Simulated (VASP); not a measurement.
# C (P6_3/mmc) in VASP: notebook

One crystal, C, is run at these levels: LDA; tasks: relaxation of cell and atoms.

All numbers are computed with VASP 6.6.1; they aren't measurements. Logs are shortened: lines on timing, memory, paths and dates and some standing lists are left out, and cuts for length are marked.

## 1. The crystal as given

Symmetry: P6_3/mmc, No. 194, hexagonal system. The conventional cell has a = 2.456 Å, b = 2.456 Å, c = 6.696 Å, α = 90.00°, β = 90.00°, γ = 120.00°. Around C (site symmetry -6m2) lie 3 C at 1.42 Å. C (site symmetry -6m2) is surrounded by 3 C at 1.42 Å.

## 2. Relaxation of cell and atoms, LDA

The input, INCAR:

```
SYSTEM = C
ALGO = Normal
EDIFF = 1E-7
EDIFFG = -0.002
ENCUT = 520
IBRION = 2
ISIF = 3
ISMEAR = 0
KPAR = 4
LASPH = .TRUE.
LCHARG = .FALSE.
LREAL = .FALSE.
LWAVE = .FALSE.
NELM = 100
NSW = 80
PREC = Accurate
SIGMA = 0.02
```

The input, KPOINTS:

```
k-points
0
G
  15 15 6
  0 0 0
```

The input, POSCAR:

```
C
1.0
    2.4560000000      0.0000000000      0.0000000000
   -1.2280000000      2.1269583900      0.0000000000
    0.0000000000      0.0000000000      6.6960000000
C
4
Direct
    0.0000000000      0.0000000000      0.7500000000
    0.0000000000      0.0000000000      0.2500000000
    0.3333333300      0.6666666700      0.7500000000
    0.6666666700      0.3333333300      0.2500000000
```

Potentials or basis: VASP PAW LDA potentials, release 64 (C).

On the command line:

```console
$ cat potpaw_LDA.64/C/POTCAR > POTCAR
$ mpirun -np 4 vasp_std > vasp.out
```

OUTCAR:

```text
SYSTEM = C
   EDIFF = 1E-7
   EDIFFG = -0.002
   ENCUT = 520
   IBRION = 2
   ISIF = 3
   ISMEAR = 0
   LASPH = .TRUE.
   LREAL = .FALSE.
   NELM = 100
   NSW = 80
   PREC = Accurate

 ion  position               nearest neighbor table
   1  0.000  0.000  0.750-   3 1.42   3 1.42   3 1.42
   2  0.000  0.000  0.250-   4 1.42   4 1.42   4 1.42
   3  0.333  0.667  0.750-   1 1.42   1 1.42   1 1.42
   4  0.667  0.333  0.250-   2 1.42   2 1.42   2 1.42

  LATTYP: Found a hexagonal cell.
 ALAT       =     2.4560000000
 C/A-ratio  =     2.7263843648

  Lattice vectors:

 A1 = (   2.4560000000,   0.0000000000,   0.0000000000)
 A2 = (  -1.2280000000,   2.1269583900,   0.0000000000)
 A3 = (   0.0000000000,   0.0000000000,   6.6960000000)

Analysis of symmetry for initial positions (statically):
=====================================================================
 Subroutine PRICEL returns:
 Original cell was already a primitive cell.

 Routine SETGRP: Setting up the symmetry group for a
 hexagonal supercell.

 Subroutine GETGRP returns: Found 24 space group operations
 (whereof 12 operations were pure point group operations)
 out of a pool of 24 trial point group operations.

The static configuration has the point symmetry D_3d.
 The point group associated with its full space group is D_6h.

Analysis of symmetry for dynamics (positions and initial velocities):
=====================================================================
 Subroutine PRICEL returns:
 Original cell was already a primitive cell.

 Routine SETGRP: Setting up the symmetry group for a
 hexagonal supercell.

 Subroutine GETGRP returns: Found 24 space group operations
 (whereof 12 operations were pure point group operations)
 out of a pool of 24 trial point group operations.

The dynamic configuration has the point symmetry D_3d.
 The point group associated with its full space group is D_6h.

 Subroutine INISYM returns: Found 24 space group operations
 (whereof 12 operations are pure point group operations),
 and found     1 'primitive' translations

----------------------------------------------------------------------------------------

                                     Primitive cell

  volume of cell :      34.9786

  direct lattice vectors                    reciprocal lattice vectors
     2.456000000  0.000000000  0.000000000     0.407166124  0.235077471  0.000000000
    -1.228000000  2.126958390  0.000000000     0.000000000  0.470154943  0.000000000
     0.000000000  0.000000000  6.696000000     0.000000000  0.000000000  0.149342891

  length of vectors
     2.456000000  2.455999999  6.696000000     0.470154942  0.470154943  0.149342891

  position of ions in fractional coordinates (direct lattice)
     0.000000000  0.000000000  0.750000000
     0.000000000  0.000000000  0.250000000
     0.333333330  0.666666670  0.750000000
     0.666666670  0.333333330  0.250000000

  ion indices of the primitive-cell ions
   primitive index   ion index
                 1           1
                 2           2
                 3           3
                 4           4

----------------------------------------------------------------------------------------

 KPOINTS: k-points

Automatic generation of k-mesh.
 Grid dimensions read from file:
 generate k-points for:   15   15    6

 Generating k-lattice:

  Cartesian coordinates                     Fractional coordinates (reciprocal lattice)
     0.027144408  0.015671831  0.000000000     0.066666667  0.000000000  0.000000000
     0.000000000  0.031343663  0.000000000     0.000000000  0.066666667  0.000000000
     0.000000000  0.000000000  0.024890482     0.000000000  0.000000000  0.166666667

  Length of vectors
     0.031343663  0.031343663  0.024890482

  Shift w.r.t. Gamma in fractional coordinates (k-lattice)
     0.000000000  0.000000000  0.000000000

 Subroutine IBZKPT returns following result:
 ===========================================

 Found    108 irreducible k-points:

 Following reciprocal coordinates:
            Coordinates               Weight
  0.000000  0.000000  0.000000      1.000000
  0.066667  0.000000  0.000000      6.000000
  0.133333  0.000000  0.000000      6.000000
  0.200000 -0.000000  0.000000      6.000000
  0.266667  0.000000  0.000000      6.000000
  0.333333  0.000000  0.000000      6.000000
[... 16 lines left out ...]
  0.333333  0.200000  0.000000     12.000000
  0.400000  0.200000  0.000000      6.000000
 [... further k-points ...]
   k-points           NKPTS =    108   k-points in BZ     NKDIM =    108   number of bands    NBANDS=     12
   number of dos      NEDOS =    301   number of ions     NIONS =      4
   total plane-waves  NPLWV =  16200
   dimension x,y,z NGX =    18 NGY =   18 NGZ =   50
   dimension x,y,z NGXF=    36 NGYF=   36 NGZF=  100
   ions per type =               4
   NGX,Y,Z   is equivalent  to a cutoff of  12.18, 12.18, 12.41 a.u.
   NGXF,Y,Z  is equivalent  to a cutoff of  24.37, 24.37, 24.83 a.u.
 SYSTEM =  C
   PREC   = accura    normal or accurate (medium, high low for compatibility)
   ISTART =      0    job   : 0-new  1-cont  2-samecut
   ICHARG =      2    charge: 1-file 2-atom 10-const
   ISPIN  =      1    spin polarized calculation?
   LNONCOLLINEAR =      F non collinear calculations
   LSORBIT =      F    spin-orbit coupling
   LASPH  =      T    aspherical Exc in radial PAW
   ENCUT  =  520.0 eV  38.22 Ry    6.18 a.u.   4.57  4.57 12.45*2*pi/ulx,y,z
   NELM   =    100;   NELMIN=  2; NELMDL= -5     # of ELM steps
   EDIFF  = 0.1E-06   stopping-criterion for ELM
   LREAL  =      F    real-space projection
   EDIFFG = -.2E-02   stopping-criterion for IOM
   NSW    =     80    number of steps for IOM
   IBRION =      2    ionic relax: 0-MD 1-quasi-New 2-CG
   NFREE  =      1    steps in history (QN), initial steepest desc. (CG)
   ISIF   =      3    stress and relaxation
   ISYM   =      2    0-nonsym 1-usesym 2-fastsym
   POTIM  = 0.5000    time-step for ionic-motion
   TEBEG  =    0.0;   TEEND  =   0.0 temperature during run
   PSTRESS=    0.0 pullay stress
   NELECT =      16.0000    total number of electrons
   NUPDOWN=      -1.0000    fix difference up-down
   EMIN   =  10.00;   EMAX   =-10.00  energy-range for DOS
   EFERMI =   0.00;   METHOD = LEGACY
   ISMEAR =     0;   SIGMA  =   0.02  broadening in eV -4-tet -1-fermi 0-gaus
   EFERMI_NEDOS =   21; number of points for ismear=-14 and -15
   IALGO  =     38    algorithm
   IMIX   =      4    mixing-type and parameters
     AMIX     =   0.40;   BMIX     =  1.00
     AMIX_MAG =   1.60;   BMIX_MAG =  1.00
  volume/ion in A,a.u.               =       8.74        59.01
  Fermi-wavevector in a.u.,A,eV,Ry     =   1.261384  2.383670 21.648079  1.591089
  Thomas-Fermi vector in A             =   2.394846
   LORBIT       =      0    0 simple, 1 ext, 2 COOP (PROOUT), +10 PAW based schemes
   GGA     = CA    functional components
   LHFCALC =     F    Hartree Fock is set to
   AEXX    =    0.0000 exact exchange contribution
   IVDW    =     0    specifies the selected vdW correction
   LEPSILON=     F    determine dielectric tensor
   LRPA    =     F    only Hartree local field effects (RPA)
 conjugate gradient relaxation of ions
 non-spin polarized calculation
 Gauss-broadening in eV      SIGMA  =   0.02
  energy-cutoff  :      520.00
  volume of cell :       34.98
 maximum number of plane-waves:       979
   NGX =  9   NGY =  9   NGZ = 25

--------------------------------------- Ionic step        1  -------------------------------------------

 number of electron      15.9999993 magnetization

 Free energy of the ion-electron system (eV)
  ---------------------------------------------------
  ext. energy  EPLUGINS =         0.00000000
  ---------------------------------------------------
  free energy    TOTEN  =       -40.44138534 eV

  energy without entropy =      -40.44121876  energy(sigma->0) =      -40.44130205

------------------------ aborting loop because EDIFF is reached ----------------------------------------

  FORCE on cell =-STRESS in cart. coord.  units (eV):
  Direction    XX          YY          ZZ          XY          YZ          ZX
  --------------------------------------------------------------------------------------
  -------------------------------------------------------------------------------------
  Total       -0.9726354     -0.9726354     -0.0700773      0.0000000      0.0000000      0.0000000
  in kB      -44.5510392    -44.5510391     -3.2098535      0.0000000      0.0000000      0.0000000
  external PRESSURE =     -30.7706440 kB  Pullay stress =       0.0000000 kB
[... 95 lines left out ...]
  FREE ENERGIE OF THE ION-ELECTRON SYSTEM (eV)
  ---------------------------------------------------
  free  energy   TOTEN  =       -40.4448357345 eV

  energy  without entropy=      -40.4446683168  energy(sigma->0) =      -40.44475203

[... ionic steps 4 to 10 ...]

--------------------------------------- Ionic step       11  -------------------------------------------

 number of electron      15.9999994 magnetization

------------------------ aborting loop because EDIFF is reached ----------------------------------------

  FORCE on cell =-STRESS in cart. coord.  units (eV):
  Direction    XX          YY          ZZ          XY          YZ          ZX
  --------------------------------------------------------------------------------------
  -------------------------------------------------------------------------------------
  Total        0.0205360      0.0205360     -0.0009181      0.0000000     -0.0000000      0.0000000
  in kB        0.9593271      0.9593271     -0.0428874      0.0000000     -0.0000000      0.0000000
  external PRESSURE =       0.6252556 kB  Pullay stress =       0.0000000 kB
[... 61 lines left out ...]
  energy  without entropy=      -40.4450172480  energy(sigma->0) =      -40.44509380

--------------------------------------- Ionic step       13  -------------------------------------------

 number of electron      15.9999994 magnetization

 Free energy of the ion-electron system (eV)
  ---------------------------------------------------
  ext. energy  EPLUGINS =         0.00000000
  ---------------------------------------------------
  free energy    TOTEN  =       -40.44532383 eV

  energy without entropy =      -40.44517031  energy(sigma->0) =      -40.44524707

 E-fermi :   4.7998     XC(G=0): -10.8922

 val. band max:        4.7975773379   @ k =   0.3333   0.3333   0.5000
 cond. band min:       4.8112791164   @ k =   0.3333   0.3333   0.3333
 fundamental gap:      0.0137017785
 Fermi energy:         4.7998442728

 k-point     1 :       0.0000    0.0000    0.0000
  band No.  band energies     occupation
      1     -14.8056      2.00000
      2     -14.4505      2.00000
      3      -3.9783      2.00000
      4      -1.7815      2.00000
      5       1.8194      2.00000
      6       1.8194      2.00000
      7       1.8403      2.00000
      8       1.8403      2.00000
      9       8.7494      0.00000
     10      13.2351      0.00000
     11      13.2351      0.00000
     12      13.2944      0.00000
[... 331 lines left out ...]
 k-point    24 :       0.4000    0.2000    0.0000
  band No.  band energies     occupation
      1      -8.7267      2.00000
      2      -8.6042      2.00000
      3      -7.8699      2.00000
      4      -7.7882      2.00000
      5      -4.1068      2.00000
      6      -3.9843      2.00000
      7       2.8256      2.00000
      8       3.5566      2.00000
      9       6.1731      0.00000
     10       6.3325      0.00000
     11      15.5069      0.00000
     12      16.3018      0.00000

 [... further k-points ...]

------------------------ aborting loop because EDIFF is reached ----------------------------------------

  FORCE on cell =-STRESS in cart. coord.  units (eV):
  Direction    XX          YY          ZZ          XY          YZ          ZX
  --------------------------------------------------------------------------------------
  -------------------------------------------------------------------------------------
  Total       -0.0013392     -0.0013392     -0.0046044      0.0000000      0.0000000      0.0000000
  in kB       -0.0625527     -0.0625527     -0.2150630      0.0000000      0.0000000      0.0000000
  external PRESSURE =      -0.1133894 kB  Pullay stress =       0.0000000 kB
[... 19 lines left out ...]
  FREE ENERGIE OF THE ION-ELECTRON SYSTEM (eV)
  ---------------------------------------------------
  free  energy   TOTEN  =       -40.4453238267 eV

  energy  without entropy=      -40.4451703139  energy(sigma->0) =      -40.44524707

 reached required accuracy - stopping structural energy minimisation
```

It took 36 s on 4 MPI ranks of Intel Xeon Platinum 8488C (Sapphire Rapids), shared host; peak memory 0.14 GiB.

What came out:

```yaml
Free_energy: -40.4453 eV
Relaxed_volume: 8.58 Å³/atom
Relaxed_cell: a = 2.447 Å, b = 2.447 Å, c = 6.613 Å, α = 90.00°, β = 90.00°, γ = 120.00°
Space_group_after_relaxing_to_0.05_Å: P6_3/mmc (No. 194)
Energy_gained_by_relaxing: 1.0 meV/atom
Ionic_steps: 13
Pressure_after_relaxing: 0.0 GPa
Band_gap_on_the_k_mesh: none (metal or under the smearing width)
```

The path:
```
step  energy change (eV)  largest force (eV/Å)  pressure (GPa)  volume (Å³)
   1              0.0000                0.0000           -3.08        34.98
   2              0.0158                0.0000            7.22        34.13
   3             -0.0035                0.0000           -0.14        34.73
   4             -0.0035                0.0000           -0.08        34.72
   5             -0.0035                0.0000           -0.07        34.69
   6             -0.0037                0.0000           -0.05        34.61
   7             -0.0039                0.0000            0.00        34.44
   8             -0.0038                0.0000            0.12        34.10
   9             -0.0039                0.0000            0.07        34.28
  10             -0.0039                0.0000            0.06        34.31
  11             -0.0039                0.0000            0.06        34.30
  12             -0.0038                0.0000           -0.64        34.35
  13             -0.0039                0.0000           -0.01        34.30
```

Final structure:
```
CELL_PARAMETERS angstrom
2.44729 0.00000 0.00000
-1.22364 2.11941 0.00000
0.00000 0.00000 6.61326
ATOMIC_POSITIONS crystal
C 0.00000 0.00000 0.75000
C 0.00000 0.00000 0.25000
C 0.33333 0.66667 0.75000
C 0.66667 0.33333 0.25000
```

## 3. Relaxation of cell and atoms, LDA

This run uses another cell than the first one, of 8.58 Å³/atom, 0.981 times its volume.

INCAR is that of step 2.

KPOINTS is that of step 2.

The input, POSCAR:

```
C                                       
1.0
    2.4472874248      0.0000000000     -0.0000000000
   -1.2236437124      2.1194130786     -0.0000000000
    0.0000000000     -0.0000000000      6.6132604164
  C             
     4
Direct
     0.0000000000000000    0.0000000000000000    0.7500000000000000
     0.0000000000000000    0.0000000000000000    0.2500000000000000
     0.3333333300000021    0.6666666699999979    0.7500000000000000
     0.6666666699999979    0.3333333300000021    0.2500000000000000
```

Potentials or basis: VASP PAW LDA potentials, release 64 (C).

On the command line:

```console
$ cat potpaw_LDA.64/C/POTCAR > POTCAR
$ mpirun -np 4 vasp_std > vasp.out
```

OUTCAR:

```text
SYSTEM = C
   EDIFF = 1E-7
   EDIFFG = -0.002
   ENCUT = 520
   IBRION = 2
   ISIF = 3
   ISMEAR = 0
   LASPH = .TRUE.
   LREAL = .FALSE.
   NELM = 100
   NSW = 80
   PREC = Accurate

 ion  position               nearest neighbor table
   1  0.000  0.000  0.750-   3 1.41   3 1.41   3 1.41
   2  0.000  0.000  0.250-   4 1.41   4 1.41   4 1.41
   3  0.333  0.667  0.750-   1 1.41   1 1.41   1 1.41
   4  0.667  0.333  0.250-   2 1.41   2 1.41   2 1.41

  LATTYP: Found a hexagonal cell.
 ALAT       =     2.4472874248
 C/A-ratio  =     2.7022818609

  Lattice vectors:

 A1 = (   2.4472874248,   0.0000000000,   0.0000000000)
 A2 = (  -1.2236437124,   2.1194130786,   0.0000000000)
 A3 = (   0.0000000000,   0.0000000000,   6.6132604164)

Analysis of symmetry for initial positions (statically):
=====================================================================
 Subroutine PRICEL returns:
 Original cell was already a primitive cell.

 Routine SETGRP: Setting up the symmetry group for a
 hexagonal supercell.

 Subroutine GETGRP returns: Found 24 space group operations
[... 191 lines left out ...]
     10      13.2350      0.00000
     11      13.2586      0.00000
     12      13.2953      0.00000
[... 331 lines left out ...]
 k-point    24 :       0.4000    0.2000    0.0000
  band No.  band energies     occupation
      1      -8.7268      2.00000
      2      -8.6044      2.00000
      3      -7.8700      2.00000
      4      -7.7883      2.00000
      5      -4.1070      2.00000
      6      -3.9843      2.00000
      7       2.8255      2.00000
      8       3.5565      2.00000
      9       6.1730      0.00000
     10       6.3324      0.00000
     11      15.5068      0.00000
     12      16.3029      0.00000

 [... further k-points ...]

------------------------ aborting loop because EDIFF is reached ----------------------------------------

  FORCE on cell =-STRESS in cart. coord.  units (eV):
  Direction    XX          YY          ZZ          XY          YZ          ZX
  --------------------------------------------------------------------------------------
  -------------------------------------------------------------------------------------
  Total        0.0064483      0.0064483      0.0050126      0.0000000      0.0000000      0.0000000
  in kB        0.3011885      0.3011885      0.2341289      0.0000000      0.0000000      0.0000000
  external PRESSURE =       0.2788353 kB  Pullay stress =       0.0000000 kB

 VOLUME and BASIS-vectors are now :
 -----------------------------------------------------------------------------
  energy-cutoff  :      520.00
  volume of cell :       34.30
      direct lattice vectors                 reciprocal lattice vectors
     2.447287425  0.000000000  0.000000000     0.408615674  0.235914369  0.000000000
    -1.223643712  2.119413079  0.000000000     0.000000000  0.471828739  0.000000000
     0.000000000  0.000000000  6.613260416     0.000000000  0.000000000  0.151211345

 POSITION                                       TOTAL-FORCE (eV/Angst)
 -----------------------------------------------------------------------------------
      0.00000      0.00000      4.95995        -0.000000     -0.000000     -0.000000
      0.00000      0.00000      1.65332         0.000000      0.000000     -0.000000
     -0.00000      1.41294      4.95995        -0.000000      0.000000     -0.000000
      1.22364      0.70647      1.65332         0.000000     -0.000000      0.000000
 -----------------------------------------------------------------------------------
    total drift:                               -0.000000      0.000000     -0.000000

  FREE ENERGIE OF THE ION-ELECTRON SYSTEM (eV)
  ---------------------------------------------------
  free  energy   TOTEN  =       -40.4446252842 eV

  energy  without entropy=      -40.4444717456  energy(sigma->0) =      -40.44454851

 reached required accuracy - stopping structural energy minimisation
```

CONTCAR:

```text
C
   1.00000000000000
     2.4472874247999998    0.0000000000000000    0.0000000000000000
    -1.2236437123999999    2.1194130786000001    0.0000000000000000
     0.0000000000000000    0.0000000000000000    6.6132604164000002
  C
     4
Direct
     0.0000000000000000    0.0000000000000000    0.7500000000000000
     0.0000000000000000    0.0000000000000000    0.2500000000000000
     0.3333333300000021    0.6666666699999979    0.7500000000000000
     0.6666666699999979    0.3333333300000021    0.2500000000000000

  0.00000000E+00  0.00000000E+00  0.00000000E+00
  0.00000000E+00  0.00000000E+00  0.00000000E+00
  0.00000000E+00  0.00000000E+00  0.00000000E+00
  0.00000000E+00  0.00000000E+00  0.00000000E+00
```

It took 5.9 s on 4 MPI ranks of Intel Xeon Platinum 8488C (Sapphire Rapids), shared host; peak memory 0.14 GiB.

Results:

```
Free energy             : -40.4446 eV
Pressure after relaxing : 0.0 GPa
Band gap on the k mesh  : none (metal or under the smearing width)
```

Final structure:
```xyz
4
Lattice="2.4473 0.0000 0.0000 -1.2236 2.1194 0.0000 0.0000 0.0000 6.6133" Properties=species:S:1:pos:R:3 pbc="T T T"
C     0.0000    0.0000    4.9599
C     0.0000    0.0000    1.6533
C     0.0000    1.4129    4.9599
C     1.2236    0.7065    1.6533
```

Caveat: the relaxation stopped at its first step, so nothing moved.
